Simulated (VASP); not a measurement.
# Si (Fd-3m) in VASP: further runs

One crystal, Si, is run at these levels: PBE; tasks: single point.

Program: VASP 6.6.1. These are calculated values, not measurements. Logs are shortened: lines on timing, memory, paths and dates and some standing lists are left out, and cuts for length are marked.

## 1. The undisturbed crystal

Symmetry: Fd-3m, No. 227, cubic system. Conventional cell: a = 5.444 Å, b = 5.444 Å, c = 5.444 Å, α = 90.00°, β = 90.00°, γ = 90.00°. Around Si (site symmetry -43m) lie 4 Si at 2.36 Å.

## 2. Single point, PBE (grid = ENCUT=400 dk=0.45 cell=2x2x1 ISMEAR=0 SIGMA=0.05 LREAL=Auto EDIFF=1e-06)

INCAR

```
SYSTEM = Si7W
ALGO = Fast
EDIFF = 1E-6
ENCUT = 400
GGA = PE
ISIF = 2
ISMEAR = 0
LASPH = .True.
LCHARG = .False.
LREAL = Auto
LWAVE = .False.
NBANDS = 29
NELM = 120
PREC = Accurate
SIGMA = 0.05
```

KPOINTS

```
k-points
0
Gamma
  5 5 5
  0 0 0
```

POSCAR

```
Si7W
1.0
    0.0000000000      5.4437023730      5.4437023730
    5.4437023730      0.0000000000      5.4437023730
    2.7218511865      2.7218511865      0.0000000000
W Si
1 7
Direct
    0.2500000000      0.2500000000      0.5000000000
    0.2500000000      0.7500000000      0.5000000000
    0.7500000000      0.2500000000      0.5000000000
    0.7500000000      0.7500000000      0.5000000000
    0.3750000000      0.3750000000      0.7500000000
    0.3750000000      0.8750000000      0.7500000000
    0.8750000000      0.3750000000      0.7500000000
    0.8750000000      0.8750000000      0.7500000000
```

Potentials or basis: VASP PAW PBE potentials, release 64 (W_sv, Si).

Run with:

```
> cat potpaw_PBE.64/W_sv/POTCAR potpaw_PBE.64/Si/POTCAR > POTCAR
> mpirun -np 1 vasp_std > vasp.out
```

OUTCAR:

```text
SYSTEM = Si7W
   EDIFF = 1E-6
   ENCUT = 400
   GGA = PE
   ISIF = 2
   ISMEAR = 0
   LASPH = .True.
   LREAL = Auto
   NELM = 120
   PREC = Accurate

 Found     27 irreducible k-points:

 Following reciprocal coordinates:
            Coordinates               Weight
  0.000000  0.000000  0.000000      1.000000
  0.200000  0.000000  0.000000      4.000000
  0.400000  0.000000  0.000000      4.000000
  0.200000  0.200000  0.000000      2.000000
  0.400000  0.200000  0.000000      4.000000
 -0.400000  0.200000  0.000000      4.000000
   k-points           NKPTS =     27   k-points in BZ     NKDIM =     27   number of bands    NBANDS=     29
   number of dos      NEDOS =    301   number of ions     NIONS =      8
   total plane-waves  NPLWV =  70000
   dimension x,y,z NGX =    50 NGY =   50 NGZ =   28
   dimension x,y,z NGXF=   100 NGYF=  100 NGZF=   56
   ions per type =               1   7
   NGX,Y,Z   is equivalent  to a cutoff of  10.80, 10.80, 12.09 a.u.
   NGXF,Y,Z  is equivalent  to a cutoff of  21.59, 21.59, 24.19 a.u.
 SYSTEM =  Si7W
   PREC   = accura    normal or accurate (medium, high low for compatibility)
   ISTART =      0    job   : 0-new  1-cont  2-samecut
   ICHARG =      2    charge: 1-file 2-atom 10-const
   ISPIN  =      1    spin polarized calculation?
   LNONCOLLINEAR =      F non collinear calculations
   LSORBIT =      F    spin-orbit coupling
   LASPH  =      T    aspherical Exc in radial PAW
   ENCUT  =  400.0 eV  29.40 Ry    5.42 a.u.  12.55 12.55  6.28*2*pi/ulx,y,z
   NELM   =    120;   NELMIN=  2; NELMDL= -5     # of ELM steps
   EDIFF  = 0.1E-05   stopping-criterion for ELM
   LREAL  =      T    real-space projection
   EDIFFG = 0.1E-04   stopping-criterion for IOM
   NSW    =      0    number of steps for IOM
   IBRION =     -1    ionic relax: 0-MD 1-quasi-New 2-CG
   NFREE  =      0    steps in history (QN), initial steepest desc. (CG)
   ISIF   =      2    stress and relaxation
   ISYM   =      2    0-nonsym 1-usesym 2-fastsym
   POTIM  = 0.5000    time-step for ionic-motion
   TEBEG  =    0.0;   TEEND  =   0.0 temperature during run
   PSTRESS=    0.0 pullay stress
   NELECT =      42.0000    total number of electrons
   NUPDOWN=      -1.0000    fix difference up-down
   EMIN   =  10.00;   EMAX   =-10.00  energy-range for DOS
   EFERMI =   0.00;   METHOD = LEGACY
   ISMEAR =     0;   SIGMA  =   0.05  broadening in eV -4-tet -1-fermi 0-gaus
   EFERMI_NEDOS =   21; number of points for ismear=-14 and -15
   IALGO  =     68    algorithm
   IMIX   =      4    mixing-type and parameters
     AMIX     =   0.40;   BMIX     =  1.00
     AMIX_MAG =   1.60;   BMIX_MAG =  1.00
  volume/ion in A,a.u.               =      20.16       136.08
  Fermi-wavevector in a.u.,A,eV,Ry     =   1.045354  1.975433 14.867982  1.092766
  Thomas-Fermi vector in A             =   2.180146
   LORBIT       =      0    0 simple, 1 ext, 2 COOP (PROOUT), +10 PAW based schemes
   GGA     = PE    functional components
   LHFCALC =     F    Hartree Fock is set to
   AEXX    =    0.0000 exact exchange contribution
   IVDW    =     0    specifies the selected vdW correction
   LEPSILON=     F    determine dielectric tensor
   LRPA    =     F    only Hartree local field effects (RPA)
 non-spin polarized calculation
 RMM-DIIS sequential band-by-band and
 Gauss-broadening in eV      SIGMA  =   0.05
  energy-cutoff  :      400.00
  volume of cell :      161.32
 maximum number of plane-waves:      2973
 NGX is ok and might be reduce to    50
   NGX = 25   NGY = 25   NGZ = 13

 number of electron      41.9999996 magnetization

 Free energy of the ion-electron system (eV)
  ---------------------------------------------------
  ext. energy  EPLUGINS =         0.00000000
  ---------------------------------------------------
  free energy    TOTEN  =       -47.13899103 eV

  energy without entropy =      -47.13514768  energy(sigma->0) =      -47.13706935

 E-fermi :   5.8768     XC(G=0):  -9.7313

 val. band max:        5.8594774051   @ k =  -0.4000   0.4000   0.0000
 cond. band min:       5.9129455927   @ k =  -0.4000   0.2000   0.0000
 fundamental gap:      0.0534681876
 Fermi energy:         5.8767933436

 k-point     1 :       0.0000    0.0000    0.0000
  band No.  band energies     occupation
      1     -67.4573      2.00000
      2     -31.8182      2.00000
      3     -31.7735      2.00000
      4     -31.6946      2.00000
      5      -5.7339      2.00000
      6      -3.7096      2.00000
      7      -3.0665      2.00000
      8      -1.7279      2.00000
      9      -1.1923      2.00000
     10      -0.6391      2.00000
     11       0.6597      2.00000
     12       3.3626      2.00000
     13       3.4668      2.00000
     14       3.4954      2.00000
     15       4.0261      2.00000
     16       4.0518      2.00000
     17       4.4662      2.00000
     18       4.6731      2.00000
     19       5.0944      2.00000
     20       5.4083      2.00000
     21       5.4290      2.00000
     22       5.9872      0.00179
     23       7.0468      0.00000
     24       7.4705      0.00000
     25       7.9661      0.00000
     26       8.1471      0.00000
     27       8.7763      0.00000
     28       8.9511      0.00000
     29       9.7177      0.00000

 k-point     2 :       0.2000    0.0000    0.0000
  band No.  band energies     occupation
      1     -67.4573      2.00000
      2     -31.8182      2.00000
      3     -31.7735      2.00000
      4     -31.6946      2.00000
      5      -5.6112      2.00000
      6      -3.9560      2.00000
      7      -3.2046      2.00000
      8      -1.9420      2.00000
      9      -0.8444      2.00000
     10      -0.3031      2.00000
     11       0.9866      2.00000
     12       2.8925      2.00000
     13       3.3798      2.00000
     14       3.5147      2.00000
     15       4.0035      2.00000
     16       4.0484      2.00000
     17       4.2711      2.00000
     18       4.4831      2.00000
     19       5.0620      2.00000
     20       5.3344      2.00000
     21       5.5277      2.00000
     22       6.0894      0.00000
     23       7.1329      0.00000
     24       7.4409      0.00000
     25       8.0987      0.00000
     26       8.5500      0.00000
     27       8.9134      0.00000
     28       8.9465      0.00000
     29       9.1762      0.00000

 k-point     3 :       0.4000    0.0000    0.0000
  band No.  band energies     occupation
      1     -67.4573      2.00000
      2     -31.8182      2.00000
      3     -31.7735      2.00000
      4     -31.6946      2.00000
      5      -5.2829      2.00000
      6      -4.5315      2.00000
      7      -3.2188      2.00000
      8      -2.2443      2.00000
      9      -0.4950      2.00000
     10       0.5189      2.00000
     11       1.5861      2.00000
     12       2.3045      2.00000
     13       2.7079      2.00000
     14       3.3916      2.00000
     15       3.8468      2.00000
     16       4.0682      2.00000
     17       4.1318      2.00000
     18       4.3134      2.00000
     19       5.0774      2.00000
     20       5.3150      2.00000
     21       6.0362      0.00001
     22       6.2740      0.00000
     23       6.7196      0.00000
     24       7.4208      0.00000
     25       7.8625      0.00000
     26       8.0988      0.00000
     27       8.8757      0.00000
     28       8.9083      0.00000
     29       9.6787      0.00000

 k-point     4 :       0.2000    0.2000    0.0000
  band No.  band energies     occupation
      1     -67.4573      2.00000
      2     -31.8182      2.00000
      3     -31.7735      2.00000
      4     -31.6946      2.00000
      5      -5.5675      2.00000
      6      -3.7727      2.00000
      7      -3.4950      2.00000
      8      -2.2506      2.00000
      9      -0.3951      2.00000
     10      -0.3613      2.00000
     11       1.1726      2.00000
     12       3.0970      2.00000
     13       3.3490      2.00000
     14       3.4463      2.00000
     15       4.1589      2.00000
     16       4.2469      2.00000
     17       4.2529      2.00000
     18       4.3528      2.00000
     19       4.6752      2.00000
     20       5.1653      2.00000
     21       5.2459      2.00000
     22       6.1989      0.00000
     23       7.0392      0.00000
     24       7.7719      0.00000
     25       7.8697      0.00000
     26       8.6516      0.00000
     27       9.0043      0.00000
     28       9.0423      0.00000
     29       9.0988      0.00000

 k-point     5 :       0.4000    0.2000    0.0000
  band No.  band energies     occupation
      1     -67.4573      2.00000
      2     -31.8182      2.00000
      3     -31.7735      2.00000
      4     -31.6946      2.00000
      5      -5.2953      2.00000
      6      -4.2825      2.00000
      7      -3.5654      2.00000
      8      -2.3492      2.00000
      9      -0.3711      2.00000
     10       0.6026      2.00000
     11       1.6290      2.00000
     12       2.5221      2.00000
     13       3.0134      2.00000
     14       3.3674      2.00000
     15       3.6815      2.00000
     16       4.1078      2.00000
     17       4.1919      2.00000
     18       4.3488      2.00000
     19       4.6906      2.00000
     20       5.1830      2.00000
     21       5.6817      2.00000
     22       6.3646      0.00000
     23       6.9505      0.00000
     24       7.4920      0.00000
     25       7.8403      0.00000
     26       8.3041      0.00000
     27       8.8450      0.00000
     28       8.9791      0.00000
     29       9.1322      0.00000

 k-point     6 :      -0.4000    0.2000    0.0000
  band No.  band energies     occupation
      1     -67.4573      2.00000
      2     -31.8182      2.00000
      3     -31.7735      2.00000
      4     -31.6946      2.00000
      5      -5.0733      2.00000
      6      -4.6323      2.00000
      7      -3.6628      2.00000
      8      -2.0108      2.00000
      9      -0.4829      2.00000
     10       1.0092      2.00000
     11       1.5952      2.00000
     12       2.0654      2.00000
     13       2.8626      2.00000
     14       3.4567      2.00000
     15       3.7376      2.00000
     16       3.8079      2.00000
     17       4.2549      2.00000
     18       4.5371      2.00000
     19       4.6340      2.00000
     20       5.1348      2.00000
     21       5.9129      0.30653
     22       6.3130      0.00000
     23       6.6708      0.00000
     24       7.4642      0.00000
     25       7.8071      0.00000
     26       8.4861      0.00000
     27       8.8730      0.00000
     28       9.0942      0.00000
     29       9.7067      0.00000

 [... further k-points ...]

------------------------ aborting loop because EDIFF is reached ----------------------------------------

  FORCE on cell =-STRESS in cart. coord.  units (eV):
  Direction    XX          YY          ZZ          XY          YZ          ZX
  --------------------------------------------------------------------------------------
  -------------------------------------------------------------------------------------
  Total        4.5463450      4.5463450      5.7472029     -0.6022157      0.0000000      0.0000000
  in kB       45.1533367     45.1533367     57.0800043     -5.9810793      0.0000000      0.0000000
  external PRESSURE =      49.1288926 kB  Pullay stress =       0.0000000 kB

 VOLUME and BASIS-vectors are now :
 -----------------------------------------------------------------------------
  energy-cutoff  :      400.00
  volume of cell :      161.32
      direct lattice vectors                 reciprocal lattice vectors
     0.000000000  5.443702373  5.443702373    -0.091849254  0.091849254  0.091849254
     5.443702373  0.000000000  5.443702373     0.091849254 -0.091849254  0.091849254
     2.721851186  2.721851186  0.000000000     0.183698507  0.183698507 -0.183698507

 POSITION                                       TOTAL-FORCE (eV/Angst)
 -----------------------------------------------------------------------------------
      2.72185      2.72185      2.72185        -0.000000      0.000000     -0.097553
      5.44370      2.72185      5.44370         0.224280     -0.224280      0.026265
      2.72185      5.44370      5.44370        -0.224280      0.224280      0.026265
      5.44370      5.44370      8.16555        -0.000000      0.000000      0.277820
      4.08278      4.08278      4.08278         0.000000      0.000000      0.974031
      6.80463      4.08278      6.80463        -0.474080      0.474080     -0.601735
      4.08278      6.80463      6.80463         0.474080     -0.474080     -0.601735
      6.80463      6.80463      9.52648        -0.000000      0.000000     -0.003357
 -----------------------------------------------------------------------------------
    total drift:                                0.000002      0.000002     -0.002884

  FREE ENERGIE OF THE ION-ELECTRON SYSTEM (eV)
  ---------------------------------------------------
  free  energy   TOTEN  =       -47.1389910250 eV

  energy  without entropy=      -47.1351476770  energy(sigma->0) =      -47.13706935
```

Run time: 2.2 min. Hardware: 1 thread of Intel Xeon Platinum 8488C (Sapphire Rapids), shared host; peak memory 0.27 GiB.

These settings aren't checked as converged: the numbers below hold their error.

Results:

| Item | Value |
| --- | --- |
| Free energy | -47.1390 eV |
| Pressure | 4.9 GPa |
| Largest force | 0.974 eV/Å |
| Band gap on the k mesh | none (metal or under the smearing width) |

Caveat: the k mesh is coarse (spacing up to 0.40 Å⁻¹), so the values aren't converged.

## 3. Single point, PBE (grid = ENCUT=350 dk=0.35 cell=2x2x1 ISMEAR=0 SIGMA=0.05 LREAL=Auto EDIFF=1e-06)

INCAR, as its differences from that of step 2:

```diff
@@ -3,3 +3,3 @@
 EDIFF = 1E-6
-ENCUT = 400
+ENCUT = 350
 GGA = PE
```

KPOINTS

```
k-points
0
Gamma
  6 6 6
  0 0 0
```

POSCAR is that of step 2.

Potentials or basis: VASP PAW PBE potentials, release 64 (W_sv, Si).

Run with:

```
> cat potpaw_PBE.64/W_sv/POTCAR potpaw_PBE.64/Si/POTCAR > POTCAR
> mpirun -np 1 vasp_std > vasp.out
```

OUTCAR:

```text
SYSTEM = Si7W
   EDIFF = 1E-6
   ENCUT = 350
   GGA = PE
   ISIF = 2
   ISMEAR = 0
   LASPH = .True.
   LREAL = Auto
   NELM = 120
   PREC = Accurate

 Found     52 irreducible k-points:

 Following reciprocal coordinates:
            Coordinates               Weight
  0.000000  0.000000  0.000000      1.000000
  0.166667  0.000000  0.000000      4.000000
  0.333333  0.000000  0.000000      4.000000
  0.500000  0.000000  0.000000      2.000000
  0.166667  0.166667  0.000000      2.000000
  0.333333  0.166667  0.000000      4.000000
   k-points           NKPTS =     52   k-points in BZ     NKDIM =     52   number of bands    NBANDS=     29
   number of dos      NEDOS =    301   number of ions     NIONS =      8
   total plane-waves  NPLWV =  55296
   dimension x,y,z NGX =    48 NGY =   48 NGZ =   24
   dimension x,y,z NGXF=    96 NGYF=   96 NGZF=   48
   ions per type =               1   7
   NGX,Y,Z   is equivalent  to a cutoff of  10.37, 10.37, 10.37 a.u.
   NGXF,Y,Z  is equivalent  to a cutoff of  20.73, 20.73, 20.73 a.u.
 SYSTEM =  Si7W
   PREC   = accura    normal or accurate (medium, high low for compatibility)
   ISTART =      0    job   : 0-new  1-cont  2-samecut
[... 66 lines left out ...]
      1     -67.4560      2.00000
      2     -31.7999      2.00000
      3     -31.7807      2.00000
      4     -31.7096      2.00000
      5      -5.7299      2.00000
      6      -3.7034      2.00000
[... 181 lines left out ...]
     28       9.0331      0.00000
     29       9.1812      0.00000

 [... further k-points ...]

------------------------ aborting loop because EDIFF is reached ----------------------------------------

  FORCE on cell =-STRESS in cart. coord.  units (eV):
  Direction    XX          YY          ZZ          XY          YZ          ZX
  --------------------------------------------------------------------------------------
  -------------------------------------------------------------------------------------
  Total        4.3404684      4.3404684      5.8857667     -0.9319662      0.0000000     -0.0000000
  in kB       43.1086140     43.1086140     58.4561905     -9.2560917      0.0000000     -0.0000000
  external PRESSURE =      48.2244728 kB  Pullay stress =       0.0000000 kB

 VOLUME and BASIS-vectors are now :
 -----------------------------------------------------------------------------
  energy-cutoff  :      350.00
  volume of cell :      161.32
      direct lattice vectors                 reciprocal lattice vectors
     0.000000000  5.443702373  5.443702373    -0.091849254  0.091849254  0.091849254
     5.443702373  0.000000000  5.443702373     0.091849254 -0.091849254  0.091849254
     2.721851186  2.721851186  0.000000000     0.183698507  0.183698507 -0.183698507

 POSITION                                       TOTAL-FORCE (eV/Angst)
 -----------------------------------------------------------------------------------
      2.72185      2.72185      2.72185        -0.000000      0.000000     -0.268677
      5.44370      2.72185      5.44370         0.216501     -0.216501      0.021793
      2.72185      5.44370      5.44370        -0.216501      0.216501      0.021793
      5.44370      5.44370      8.16555        -0.000000      0.000000      0.261042
      4.08278      4.08278      4.08278        -0.000000      0.000000      1.133820
      6.80463      4.08278      6.80463        -0.500839      0.500839     -0.584639
      4.08278      6.80463      6.80463         0.500839     -0.500839     -0.584639
      6.80463      6.80463      9.52648        -0.000000      0.000000     -0.000493
 -----------------------------------------------------------------------------------
    total drift:                                0.000001      0.000001     -0.000107

  FREE ENERGIE OF THE ION-ELECTRON SYSTEM (eV)
  ---------------------------------------------------
  free  energy   TOTEN  =       -47.1766192816 eV

  energy  without entropy=      -47.1736894965  energy(sigma->0) =      -47.17515439
```

Run time: 3.1 min. Hardware: 1 thread of Intel Xeon Platinum 8488C (Sapphire Rapids), shared host; peak memory 0.27 GiB.

These settings aren't checked as converged: the numbers below hold their error.

What came out:

* Free energy: -47.1766 eV
* Pressure: 4.8 GPa
* Largest force: 1.134 eV/Å
* Band gap on the k mesh: none (metal or under the smearing width)

(Continued in part 2 of 2.)
